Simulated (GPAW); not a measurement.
Crystal: CuO.

```
Cu O
1.0
     4.16094    0.00000    0.00000
     0.00000    4.16094    0.00000
     0.00000    0.00000    3.88764
Cu O
3 3
Direct
  0.50000 0.00000 0.50000
  0.00000 0.50000 0.50000
  0.00000 0.00000 0.00000
  0.00000 0.00000 0.50000
  0.50000 0.00000 0.00000
  0.00000 0.50000 0.00000
```

Measurements of this composition are mostly on another form, of space group No. 15.

Base run:

- Program: GPAW 26.7.0
- Functional: r2SCAN
- Potentials or basis: GPAW PAW data sets (gpaw-data 1.2.1)
- Cutoff: 650 eV
- Basis: pw
- k mesh: 5 × 5 × 6
- Occupations: fermi-dirac, width 0.05 eV
- Spin: no spin polarisation

Its results: pressure -4.3 GPa.

Task: The run is repeated on the same cell with these changes: cutoff from 650 eV to 800 eV; k mesh from 5 × 5 × 6 to 4 × 4 × 5. What comes out?

Result: Pressure -2.9 GPa.

Caveats: some runs use coarse meshes; with this Cu data set, volumes or pressures lay over 1.5 % or 2 GPa off other programs in two to four cells of ten; the PAW data sets were made with another functional, which shifts forces and pressure a little; an odd number of electrons without spin polarisation forces a metal; a magnetic or distorted state may lie lower; the run has no spin polarisation, though such a crystal can be magnetic; the cutoff is short for stress and forces, so pressures can be off by a GPa or more (some runs).

Not every run made on this cell is shown here.
